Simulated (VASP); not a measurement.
Set up this calculation in VASP 6.6.1, as the native input.

```yaml
Task: relaxation of cell and atoms
Functional: PBE
Potentials_or_basis: VASP PAW PBE potentials, release 64 (K_sv, I)
Cutoff: 600 eV
k_mesh: 6 × 6 × 4
Occupations: gaussian, width 0.05 eV
Spin: no spin polarisation
Further_INCAR_settings: ALGO = Normal; EDIFF = 1e-07; IBRION = 2; EDIFFG = -0.01; NSW = 60; ISIF = 3
```

The structure of KI lies in POSCAR:

```
KI
1.0
    0.0000000000     -3.5245500000     -3.5245500000
   -3.5245500000      0.0000000000     -3.5245500000
    3.5245500000      3.5245500000     -7.0491000000
K I
2 2
Direct
    0.5011319400      0.5004670100      0.5003183200
    0.9988680600      0.9995329900      0.9996816800
    0.7465754900      0.7522135800      0.7463113600
    0.2534245100      0.2477864200      0.2536886400
```

The cell isn't the ideal one: a zone-boundary wave of random shape, sigma 0.02 Å.

The input as run:

INCAR

```
SYSTEM = KI
PREC = Accurate
ENCUT = 600
EDIFF = 1E-7
ISMEAR = 0
SIGMA = 0.05
LREAL = .False.
LASPH = .True.
NELM = 60
ALGO = Normal
ISIF = 3
LWAVE = .False.
LCHARG = .False.
GGA = PE
IBRION = 2
NSW = 60
EDIFFG = -0.01
```

KPOINTS

```
Automatic mesh
0
Gamma
  6 6 4
  0 0 0
```

Potentials or basis: VASP PAW PBE potentials, release 64 (K_sv, I).

Command:

```bash
$ cat potpaw_PBE.64/K_sv/POTCAR potpaw_PBE.64/I/POTCAR > POTCAR
$ mpirun -np 1 vasp_std > vasp.out
```

Results of the run:

```json
{
 "Relaxed volume": "46.40 Å³/atom",
 "Relaxed cell": "a = 5.082 Å, b = 5.084 Å, c = 8.801 Å, α = 73.20°, β = 73.20°, γ = 59.99°",
 "Space group after relaxing (to 0.05 Å)": "Fm-3m (No. 225)",
 "Energy gained by relaxing": "6.2 meV/atom",
 "Ionic steps": "7",
 "Pressure after relaxing": "0.0 GPa",
 "Largest force after relaxing": "0.009 eV/Å",
 "Band gap on the k mesh": "3.85 eV"
}
```

Caveat: spin-orbit coupling is left out, which moves the levels of the heavy elements.

Run time: 20 min on 1 thread of Intel(R) Xeon(R) Platinum 8488C (Sapphire Rapids), on a shared host, peak memory 0.54 GiB.
